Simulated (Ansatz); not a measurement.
# PbI2: the cost of one run

Code: Ansatz 0.2.0. G0W0, plane waves. Calculated at 0 K for a non-magnetic cell.

2 further runs of the same task are left out: 2 that didn't finish.

### Step 1. The cell

The cell was relaxed beforehand with r2SCAN+rVV10.

Space group P-3m1 (No. 164), trigonal; a = 4.564 Å, c = 7.048 Å in the conventional setting, 42.38 Å³ an atom. Near Pb stand 6 I at 3.24 Å; near I stand 3 Pb at 3.24 Å.

Structure file:

```xyz
3
Lattice="4.5641 0.0000 0.0000 -2.2820 3.9526 0.0000 0.0000 0.0000 7.0475" Properties=species:S:1:pos:R:3 pbc="T T T"
Pb    0.0000    0.0000    0.0000
I     0.0000    2.6351    1.8796
I     2.2820    1.3175    5.1679
```

### Step 2. From LDA, 60 empty bands, 80 eV, plasmon_pole_fit_frequency 5

Contents of input.yaml:

```yaml
crystal:
  lattice:
    - [4.5640816926, 0.0, 0.0]
    - [-2.2820408463, 3.9526106907, 0.0]
    - [0.0, 0.0, 7.0475121411]
  atoms:
    - { symbol: Pb, position: [0.0, 0.0, 0.0] }
    - { symbol: I, position: [0.3333333333, 0.6666666667, 0.2667068022] }
    - { symbol: I, position: [0.6666666667, 0.3333333333, 0.7332931978] }
kpoints:
  mp_grid: { grid: [3, 3, 2] }
hamiltonian:
  xc: lda
scf:
  occupations: { method: fixed }
gw:
  n_empty_bands: 60
  ecut_chi: 80
  qp_bands: [v1, c1]
  qp_kpoints: band_edges
  screening: { model: godby_needs }
  plasmon_pole_fit_frequency: 5
```

Started as:

```console
$ ansatz run input.yaml --threads 4 --pin off --max-ram 3686MiB --backend cpu --events-out ev --progress --plain --runs-dir out
```

Q: Estimate wall time and peak memory on 4 threads of Arm Neoverse V1, shared host.

About 4.2 s, with a peak of 0.42 GiB.
